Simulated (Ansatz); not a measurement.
# How MgO (Periclase) absorbs and reflects light

What colour and refractive index does MgO (Periclase) have at this level of theory? The cell comes from an older database entry, whose edges can differ from later determinations, mostly by under a per cent.

Program: Ansatz 0.2.0. Level of theory: DFT, PBE, plane-wave PAW, default files, scalar-relativistic, independent-particle optical response without local fields. Results are calculated unless marked as measured.

The database entry behind the starting cell differs from later determinations by our own check (about 0.1 % long), so it need not match the best structure at ambient conditions.

## 1. The structure

Symmetry: Fm-3m, No. 225, cubic system. Conventional cell: a = 4.217 Å, b = 4.217 Å, c = 4.217 Å, α = 90.00°, β = 90.00°, γ = 90.00°. Nearest to Mg lie 6 O at 2.11 Å. O has 6 Mg at 2.11 Å nearest. Farther neighbours and most contacts between anions are not listed.

## 2. Ground state and bands

First the ground state: is it a metal or has it a gap?

This step: DFT, PBE, plane-wave PAW, default files, scalar-relativistic, ground state (Ansatz 0.2.0).

File input.yaml:

```yaml
crystal:
  lattice:
    - [0.0, 2.1085, 2.1085]
    - [2.1085, 0.0, 2.1085]
    - [2.1085, 2.1085, 0.0]
  atoms:
    - { symbol: Mg, position: [0.0, 0.0, 0.0] }
    - { symbol: O, position: [0.5, 0.5, 0.5] }
kpoints:
  mp_grid: { grid: [9, 9, 9] }
  band_path:
    path:
      - [[0.0, 0.0, 0.0], [0.5, 0.0, 0.5], [0.5, 0.25, 0.75], [0.375, 0.375, 0.75], [0.0, 0.0, 0.0], [0.5, 0.5, 0.5], [0.625, 0.25, 0.625], [0.5, 0.25, 0.75], [0.5, 0.5, 0.5], [0.375, 0.375, 0.75]]
      - [[0.625, 0.25, 0.625], [0.5, 0.0, 0.5]]
    npoints: 6
scf:
  occupations: { method: fermi_dirac, width: 0.05 }
  n_extra_bands: 6
hamiltonian:
  xc: pbe
  pseudopotentials: { kind: paw }
output:
  forces: true
  stress: true
  populations: true
  write_bands: true
  write_density: true
  write_potential: true
  elf: true
  volumetric_format: npy
```

Run with:

```sh
ansatz run input.yaml --threads 4 --pin off --max-ram 8192MiB --backend cpu --events-out ev --progress --plain --runs-dir out
```

Planned after this: spectrum; static response with local fields. Settings of the main run: response mesh 10×10×10, line width 0.15 eV, cutoff 420 eV, fixed occupations.

**Question.** What will these runs give for the gap on the path; least direct gap on the path; and electronic dielectric constant ε∞, mean over x, y and z?

Light drives vertical transitions, so the absorption sets in only above the least direct gap, 4.71 eV, apart from the broadening. At this level (PBE, independent particles) MgO has ε∞ = 3.26 (3.21 with local fields) and n = 1.81 at 1550 nm; absorption sets in near 4.7 eV, and Im ε peaks at 11.0 eV. The gap on the path is direct, 4.71 eV.

```
gap on the path                                                                                                                : 4.71 eV
least direct gap on the path                                                                                                   : 4.71 eV
electronic dielectric constant ε∞, mean over x, y and z (by symmetry where fewer were run) (independent particles)             : 3.26
absorption onset, first axis (α over 10⁴ cm⁻¹, or the direct gap if that lies higher)                                          : 4.71 eV
main peak of Im epsilon, first axis                                                                                            : 11.0 eV
electronic dielectric constant ε∞, mean over x, y and z (by symmetry where fewer were run) (static response with local fields) : 3.21
```

Lines 0.15 eV wide carry a tail of absorption under the direct gap, past the threshold already at 4.67 eV. Absorption passes 10⁴ cm⁻¹ from the direct gap on, 4.71 eV, in the ultraviolet, so the visible is passed. Distinct maxima of Im ε, read by a parabola through the highest points, lie at 8.71 eV (3.7), 11.04 eV (5.9), 15.21 eV (4.0) and 17.97 eV (2.8). The f-sum over the summed bands holds 7.4 of the cell's 16 electrons outside the frozen cores, 10 of which lie in bands more than 12 eV below the Fermi level, whose transitions come at higher energies. Up to 20 eV the strength has a mean oscillator energy of 12.0 eV, close to the main peak. A film 1 µm thick would pass 84 % of daylight and look colourless in transmission (x = 0.313, y = 0.330). With local fields and the functional's kernel the static response is 3.21 against 3.26 for independent particles (-2 %). In the base spectrum excitons and phonon-assisted transitions are missing, and so are local fields; PBE gaps are as a rule too small, which pulls the onset down and ε∞ up. In the base run ε includes the program's bounded estimate of what the bands above those summed add.

[Logs are printed without paths, hosts, clocks, repeated set-up lines and the standing remarks that a program may print on its own settings, such as how far it seeks lower states.]

[Hosts, paths, dates, database ids (printed as entryN), source tags and the programs' standing remarks are cut or masked in the printed files.]
